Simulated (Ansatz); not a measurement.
# PbS (Pm-3m) in Ansatz: further runs

One crystal, PbS, is run at these levels: r2SCAN, LDA; tasks: band structure, single point, equation of state.

All numbers are computed with Ansatz 0.2.0; they aren't measurements. Logs are shortened: lines on timing, memory, paths and dates and some standing lists are left out, and cuts for length are marked.

## 1. Starting point

Symmetry: Pm-3m, No. 221, cubic system. The conventional cell has a = 3.654 Å, b = 3.654 Å, c = 3.654 Å, α = 90.00°, β = 90.00°, γ = 90.00°. Pb (site symmetry m-3m) is surrounded by 8 S at 3.16 Å. Around S (site symmetry m-3m) lie 8 Pb at 3.16 Å.

Measurements of this composition are mostly on another form, of space group No. 225.

## 2. Band structure, r2SCAN

The input, input.yaml:

```yaml
crystal:
  lattice:
    - [3.653659, 0.0, 0.0]
    - [0.0, 3.653659, 0.0]
    - [0.0, 0.0, 3.653659]
  atoms:
    - { symbol: Pb, position: [0.0, 0.0, 0.0] }
    - { symbol: S, position: [0.5, 0.5, 0.5] }
hamiltonian:
  xc: r2scan
  pseudopotentials: { kind: paw }
kpoints:
  mp_grid: { grid: [7, 7, 7] }
  band_path:
    path:
      - [[0.0, 0.0, 0.0], [0.0, 0.5, 0.0], [0.5, 0.5, 0.0], [0.0, 0.0, 0.0], [0.5, 0.5, 0.5], [0.0, 0.5, 0.0]]
      - [[0.5, 0.5, 0.0], [0.5, 0.5, 0.5]]
    npoints: 14
scf:
  occupations: { method: fermi_dirac, width: 0.05 }
  n_extra_bands: 6
output:
  forces: true
  stress: true
  eigenvalues: true
  fatbands: false
```

Potentials or basis: Ansatz PAW.

On the command line:

```console
$ ansatz run input.yaml --threads 2 --pin off --max-ram 5632MiB --backend cpu --events-out ev --progress --plain --runs-dir out
```

Standard output:

```text
Warning: RAYON_NUM_THREADS=2 ignored (pool sized by the plan → 2); use --threads N
scf.n_extra_bands = 6 over 10 filled bands (N_el = 20.0): the run solves 16 bands
Engine: ansatz 0.2.0, x86_64-unknown-linux-gnu
Pseudopotentials: kind: paw
Pseudopotential: Pb, paw, valence charge 14, recommended cutoff 500 eV (meta_gga), Pb.paw.azcp
Pseudopotential: S, paw, valence charge 6, recommended cutoff 500 eV (meta_gga), S.paw.azcp
Functional definition: r2SCAN
  parameter k0 = 0.174
  parameter k1 = 0.065
  parameter a1 = 4.9479
  exchange = r2scan_x(k0 = k0, k1 = k1, a1 = a1)
  correlation = r2scan_c
Crystal: 2 atoms, lattice volume = 48.774 Å³
Basis set: ecut = 500 eV, 1237 PW (Γ), exchange–correlation on 108×108×108 points (64 copies of the dense FFT grid, shifted against one another)
Bands: 16, of which v1, the nominal top of the filled ones, is band 10 counted from 1 (9 counted from 0)
Symmetry: 48 space group operations
Space group: Pm-3m (ITA 221), of the structure as read, at distance tolerance 3.7e-5 Å
k-points: 20 of 343
Non-local potential: Pb, projectors of the file, l = 0: 2, l = 1: 2, l = 2: 2, l = 3: 2
Non-local potential: S, projectors of the file, l = 0: 2, l = 1: 2, l = 2: 2
PAW form: soft (Blöchl's): semilocal exchange-correlation on the pseudo side does not see the compensation charge
PAW frozen core: Pb, regenerated for the run's functional (the file was generated under x = pbe(κ = 0.804, μ = 0.2195149727645171), c = pbe(β = 0.06672455060314922))
PAW frozen core: S, regenerated for the run's functional (the file was generated under x = pbe(κ = 0.804, μ = 0.2195149727645171), c = pbe(β = 0.06672455060314922))
PAW one-centre angular grid: Pb, 590 points (default); XC on 160 Gauss nodes
PAW one-centre angular grid: S, 302 points (default); XC on 160 Gauss nodes
Initial density: superposition of atomic densities (neutral atoms: chi_scale 0, normalization atom), corrected by the library's trained network
Initial wavefunctions: pseudopotential atomic-orbital guess
Functional: x = r2scan, c = r2scan; τ floored in thin density (d = 2e-4 eV/Å³)
SCF iter   1: F=—  HF=-12827.465236 eV  |F-HF|=—  |Δ(HF+E_count)|=         —  Δρ=7.15e-3  dr2=3.12e-2  dr2_τ=4.40e-3  ethr=1.77e-3  ⟨swp⟩=7.3  Hψ=1901  notcnv=0
preconditioner: auto → none  [insulator: Δε(μ)=0.409 eV  Ē_g=18.424 eV  σ=0.050 eV  W_gap=0.96  n_scr=6 (ndim 8)  ℏωp=23.8 eV  f_vac=0.000  D(μ)=0.09/eV (n_scr^D=0)  ε∞_Penn≈2.7]
SCF iter   2: F=—  HF=-12827.470320 eV  |F-HF|=—  |Δ(HF+E_count)|=   5.08e-3  Δρ=2.62e-3  dr2=2.60e-3  dr2_τ=4.19e-4  ethr=1.56e-4  ⟨swp⟩=3.0  Hψ=768  notcnv=0  defer=31
SCF iter   3: F=—  HF=-12827.470254 eV  |F-HF|=—  |Δ(HF+E_count)|=   6.60e-5  Δρ=1.16e-3  dr2=8.06e-4  dr2_τ=4.19e-5  ethr=1.30e-5  ⟨swp⟩=3.0  Hψ=492  notcnv=0  defer=31
SCF iter   4: F=—  HF=-12827.470203 eV  |F-HF|=—  |Δ(HF+E_count)|=   5.10e-5  Δρ=3.60e-4  dr2=4.45e-5  dr2_τ=2.23e-6  ethr=4.03e-6  ⟨swp⟩=2.4  Hψ=358  notcnv=0  defer=31
SCF iter   5: F=—  HF=-12827.470207 eV  |F-HF|=—  |Δ(HF+E_count)|=   4.61e-6  Δρ=5.10e-5  dr2=6.96e-7  dr2_τ=1.58e-8  ethr=2.22e-7  ⟨swp⟩=2.4  Hψ=378  notcnv=0  defer=31
SCF iter   6: F=-12827.470208 eV  HF=-12827.470208 eV  |F-HF|=1.96e-9  |Δ(HF+E_count)|=   4.95e-7  Δρ=5.27e-6  dr2=9.16e-9  dr2_τ=1.91e-9  ethr=5.00e-10  ⟨swp⟩=9.9  Hψ=1782  notcnv=0
SCF 1 converged in 6 iterations: F = -12827.470208 eV  dr2 = 9.16e-9
NSCF: frozen V_eff on 86 k-points
SCF converged after 6 iterations
Free energy (F): -12827.470208 eV
Harris-Foulkes:  -12827.470208 eV  (|F-HF|=1.96e-9)
Internal energy: -12827.468111 eV  (E = F + TS)
E sigma→0 (E₀):  -12827.469159 eV
Entropy (-TS):   -0.002097 eV (-1.049 meV/atom)
Fermi energy:    8.826085 eV
--- Per-component energies (eV) ---
  E_band       = -51.444625
  E_kinetic    = 391.916896
  E_local      = -1137.734864  (includes V_loc(G=0)·N_el)
  E_nonlocal   = 379.048224
  E_hartree    = 441.599317
  E_xc         = -300.482700
  E_vxc        = -239.544162  (∫ρ·V_xc dr)
  E_paw        = -11040.044644  (= ΣΔE_a)
  E_vpaw       = -343.063778  (= ΣTr[D̂ρ^β])
  E_aug_tail   = 0.000020  (compensation charges beyond the density's cutoff)
  E_vtau       = 14.733109  (kinetic-family band-sum trace: ∫τ·v_τ [+ j·A + Jᵃ·Aᵃ] dr)
  E_ewald      = -1562.626095
  E_core_change = 0.855736  (= ΣΔE_core)
  E_smearing   = -0.002097  (= −TS)
  E_closure    = -0.000000  (closes the sum)
  Σ components = -12827.470208   (vs F -12827.470208, Δ=0.00e0)
--- Forces (eV/Å), atoms counted from 1 ---
  atom   1  Pb    -0.00000000     0.00000000     0.00000000
  atom   2  S      0.00000000    -0.00000000     0.00000000
  max |Σ_I F_I| component: 5.59e-31 eV/Å
--- Stress (GPa, compression-positive) ---
       -0.747784      -0.000000       0.000000
        0.000000      -0.747784       0.000000
        0.000000      -0.000000      -0.747784
  P = ⅓ Tr σ = -0.7478 GPa (-7.478 kbar)
--- Band table (eV; the first three rows and the last of 20) ---
  k-point 0: bands = ["-8.8441", "-8.8441", "-8.6293", "-8.6293", "-8.6293", "-4.8626", "1.9512", "7.1302", "7.1302", "7.1302", "14.7712", "14.7712", "15.7133", "15.7133", "15.7133", "21.9853"]
  k-point 1: bands = ["-8.8423", "-8.8148", "-8.6402", "-8.6402", "-8.6282", "-4.6871", "1.5658", "7.1442", "7.3016", "7.3016", "13.8618", "14.9258", "15.1893", "15.1893", "16.4559", "21.8699"]
  k-point 2: bands = ["-8.8383", "-8.7492", "-8.6647", "-8.6647", "-8.6257", "-4.2078", "0.6173", "7.4710", "7.7460", "7.7460", "11.8287", "14.0518", "14.0518", "15.3614", "18.8452", "20.2936"]
  k-point 19: bands = ["-8.7526", "-8.7465", "-8.7465", "-8.5977", "-8.5977", "-2.5798", "2.3450", "5.9331", "6.1832", "6.1832", "8.9726", "8.9726", "9.8424", "22.1919", "22.5769", "22.5769"]
```

It took 4.5 s on 2 threads of Intel Xeon at 2.70GHz, shared host; peak memory 0.41 GiB.

Results:

```yaml
Free_energy: -12827.4702 eV
Pressure: -0.7 GPa
Band_gap_along_the_path: none (metal or under the smearing width)
```

Levels at the corners of the path, in eV from the Fermi level:
```tsv
point	band 6	band 7	band 8	band 9	band 10	band 11	band 12	band 13	band 14	band 15
Γ	-13.69	-6.87	-1.70	-1.70	-1.70	5.95	5.95	6.89	6.89	6.89
X	-12.39	-9.27	-0.55	-0.55	-0.14	0.63	4.16	4.16	7.18	9.91
M	-11.60	-7.47	-4.56	-4.56	-0.35	4.51	4.51	6.18	7.78	9.91
Γ	-13.69	-6.87	-1.70	-1.70	-1.70	5.95	5.95	6.89	6.89	6.89
R	-11.36	-6.17	-2.50	-2.50	-2.50	-0.29	-0.29	-0.29	14.75	14.75
X	-12.39	-9.27	-0.55	-0.55	-0.14	0.63	4.16	4.16	7.18	9.91
M	-11.60	-7.47	-4.56	-4.56	-0.35	4.51	4.51	6.18	7.78	9.91
R	-11.36	-6.17	-2.50	-2.50	-2.50	-0.29	-0.29	-0.29	14.75	14.75
```

Caveat: spin-orbit coupling is left out, which moves the levels of the heavy elements; the PAW data sets come from PBE, with cores solved anew for the run's functional, which leaves a small shift of forces and pressure.

## 3. Single point, LDA, 22.92 Å³/atom (volume scaled by 0.94)

The input, input.yaml:

```yaml
crystal:
  lattice:
    - [3.5790736024, 0.0, 0.0]
    - [0.0, 3.5790736024, 0.0]
    - [0.0, 0.0, 3.5790736024]
  atoms:
    - { symbol: Pb, position: [0.0, 0.0, 0.0] }
    - { symbol: S, position: [0.5, 0.5, 0.5] }
hamiltonian:
  xc: lda
  pseudopotentials: { kind: paw }
kpoints:
  mp_grid: { grid: [7, 7, 7] }
scf:
  occupations: { method: fermi_dirac, width: 0.05 }
output:
  forces: true
  stress: true
  eigenvalues: true
```

Potentials or basis: Ansatz PAW.

On the command line:

```console
$ ansatz run input.yaml --threads 2 --pin off --max-ram 5632MiB --backend cpu --events-out ev --progress --plain --runs-dir out
```

Wall time 1.1 s (2 threads of Intel Xeon at 2.70GHz, shared host); peak memory 0.31 GiB.

It converged, with:

```yaml
Free_energy: -12472.5216 eV
Pressure: -2.2 GPa
Band_gap_on_the_k_mesh: none (metal or under the smearing width)
```

Caveat: the PAW data sets come from PBE, with cores solved anew for the run's functional, which leaves a small shift of forces and pressure.

## 4. Single point, LDA, 23.41 Å³/atom (volume scaled by 0.96)

Changes to input.yaml since step 3:

```diff
@@ -2,5 +2,5 @@
   lattice:
-    - [3.5790736024, 0.0, 0.0]
-    - [0.0, 3.5790736024, 0.0]
-    - [0.0, 0.0, 3.5790736024]
+    - [3.6042791765, 0.0, 0.0]
+    - [0.0, 3.6042791765, 0.0]
+    - [0.0, 0.0, 3.6042791765]
   atoms:
```

On the command line:

```console
$ ansatz run input.yaml --threads 2 --pin off --max-ram 5632MiB --backend cpu --events-out ev --progress --plain --runs-dir out
```

Wall time 1.2 s (2 threads of Intel Xeon at 2.70GHz, shared host); peak memory 0.31 GiB.

The run converged. Its results:

```
Free energy            : -12472.5042 eV
Pressure               : -3.4 GPa
Band gap on the k mesh : none (metal or under the smearing width)
```

Caveat: the PAW data sets come from PBE, with cores solved anew for the run's functional, which leaves a small shift of forces and pressure.

## 5. Single point, LDA, 23.90 Å³/atom (volume scaled by 0.98)

Changes to input.yaml since step 4:

```diff
@@ -2,5 +2,5 @@
   lattice:
-    - [3.6042791765, 0.0, 0.0]
-    - [0.0, 3.6042791765, 0.0]
-    - [0.0, 0.0, 3.6042791765]
+    - [3.6291370598, 0.0, 0.0]
+    - [0.0, 3.6291370598, 0.0]
+    - [0.0, 0.0, 3.6291370598]
   atoms:
```

On the command line:

```console
$ ansatz run input.yaml --threads 2 --pin off --max-ram 5632MiB --backend cpu --events-out ev --progress --plain --runs-dir out
```

Wall time 1 s (2 threads of Intel Xeon at 2.70GHz, shared host); peak memory 0.32 GiB.

The run converged. Its results:

| Property | Result |
| --- | --- |
| Free energy | -12472.4803 eV |
| Pressure | -4.4 GPa |
| Band gap on the k mesh | none (metal or under the smearing width) |

Caveat: the PAW data sets come from PBE, with cores solved anew for the run's functional, which leaves a small shift of forces and pressure.

## 6. Single point, LDA, 24.39 Å³/atom

Changes to input.yaml since step 5:

```diff
@@ -2,5 +2,5 @@
   lattice:
-    - [3.6291370598, 0.0, 0.0]
-    - [0.0, 3.6291370598, 0.0]
-    - [0.0, 0.0, 3.6291370598]
+    - [3.653659, 0.0, 0.0]
+    - [0.0, 3.653659, 0.0]
+    - [0.0, 0.0, 3.653659]
   atoms:
@@ -19 +19,5 @@
   eigenvalues: true
+  write_density: true
+  write_potential: true
+  elf: true
+  volumetric_format: npy
```

Potentials or basis: Ansatz PAW.

On the command line:

```console
$ ansatz run input.yaml --threads 2 --pin off --max-ram 5632MiB --backend cpu --events-out ev --progress --plain --runs-dir out
```

It took 1.3 s on 2 threads of Intel Xeon at 2.70GHz, shared host; peak memory 0.32 GiB.

The run converged. Its results:

```yaml
Free_energy: -12472.4506 eV
Pressure: -5.3 GPa
Band_gap_on_the_k_mesh: none (metal or under the smearing width)
```

Caveat: the PAW data sets come from PBE, with cores solved anew for the run's functional, which leaves a small shift of forces and pressure.

## 7. Single point, LDA, 24.87 Å³/atom (volume scaled by 1.02)

Changes to input.yaml since step 6:

```diff
@@ -2,5 +2,5 @@
   lattice:
-    - [3.653659, 0.0, 0.0]
-    - [0.0, 3.653659, 0.0]
-    - [0.0, 0.0, 3.653659]
+    - [3.6778561224, 0.0, 0.0]
+    - [0.0, 3.6778561224, 0.0]
+    - [0.0, 0.0, 3.6778561224]
   atoms:
@@ -19,5 +19 @@
   eigenvalues: true
-  write_density: true
-  write_potential: true
-  elf: true
-  volumetric_format: npy
```

On the command line:

```console
$ ansatz run input.yaml --threads 2 --pin off --max-ram 5632MiB --backend cpu --events-out ev --progress --plain --runs-dir out
```

It took 1.1 s on 2 threads of Intel Xeon at 2.70GHz, shared host; peak memory 0.31 GiB.

Results (log left out):

* Free energy: -12472.4159 eV
* Pressure: -6.1 GPa

Caveat: the PAW data sets come from PBE, with cores solved anew for the run's functional, which leaves a small shift of forces and pressure.

## 8. Single point, LDA, 25.36 Å³/atom (volume scaled by 1.04)

Changes to input.yaml since step 7:

```diff
@@ -2,5 +2,5 @@
   lattice:
-    - [3.6778561224, 0.0, 0.0]
-    - [0.0, 3.6778561224, 0.0]
-    - [0.0, 0.0, 3.6778561224]
+    - [3.7017389742, 0.0, 0.0]
+    - [0.0, 3.7017389742, 0.0]
+    - [0.0, 0.0, 3.7017389742]
   atoms:
```

On the command line:

```console
$ ansatz run input.yaml --threads 2 --pin off --max-ram 5632MiB --backend cpu --events-out ev --progress --plain --runs-dir out
```

Wall time 1 s (2 threads of Intel Xeon at 2.70GHz, shared host); peak memory 0.32 GiB.

The run converged. Its results:

* Free energy: -12472.3767 eV
* Pressure: -6.8 GPa

Caveat: the PAW data sets come from PBE, with cores solved anew for the run's functional, which leaves a small shift of forces and pressure.

## 9. Single point, LDA, 25.85 Å³/atom (volume scaled by 1.06)

Changes to input.yaml since step 8:

```diff
@@ -2,5 +2,5 @@
   lattice:
-    - [3.7017389742, 0.0, 0.0]
-    - [0.0, 3.7017389742, 0.0]
-    - [0.0, 0.0, 3.7017389742]
+    - [3.7253175652, 0.0, 0.0]
+    - [0.0, 3.7253175652, 0.0]
+    - [0.0, 0.0, 3.7253175652]
   atoms:
```

Potentials or basis: Ansatz PAW.

On the command line:

```console
$ ansatz run input.yaml --threads 2 --pin off --max-ram 5632MiB --backend cpu --events-out ev --progress --plain --runs-dir out
```

It took 0.91 s on 2 threads of Intel Xeon at 2.70GHz, shared host; peak memory 0.32 GiB.

Results (log left out):

| Quantity | Value |
| --- | --- |
| Free energy | -12472.3333 eV |
| Pressure | -7.5 GPa |

Caveat: the PAW data sets come from PBE, with cores solved anew for the run's functional, which leaves a small shift of forces and pressure.

## 10. Equation of state, LDA

Potentials or basis: Ansatz PAW.

No new run: the results of the series are fitted here.

Results:

* Equilibrium volume: 22.08 Å³/atom (rough: see the caveat)
* Bulk modulus: 66 GPa (rough)

Energy against volume, from the lowest point:
| volume (Å³/atom) | energy (meV/atom) |
| --- | --- |
| 22.924 | 0.00 |
| 23.411 | 8.68 |
| 23.899 | 20.67 |
| 24.387 | 35.50 |
| 24.874 | 52.85 |
| 25.362 | 72.47 |
| 25.850 | 94.17 |

Caveat: the minimum lies outside the volumes run. Spin-orbit coupling is left out, which matters for the levels of Pb.
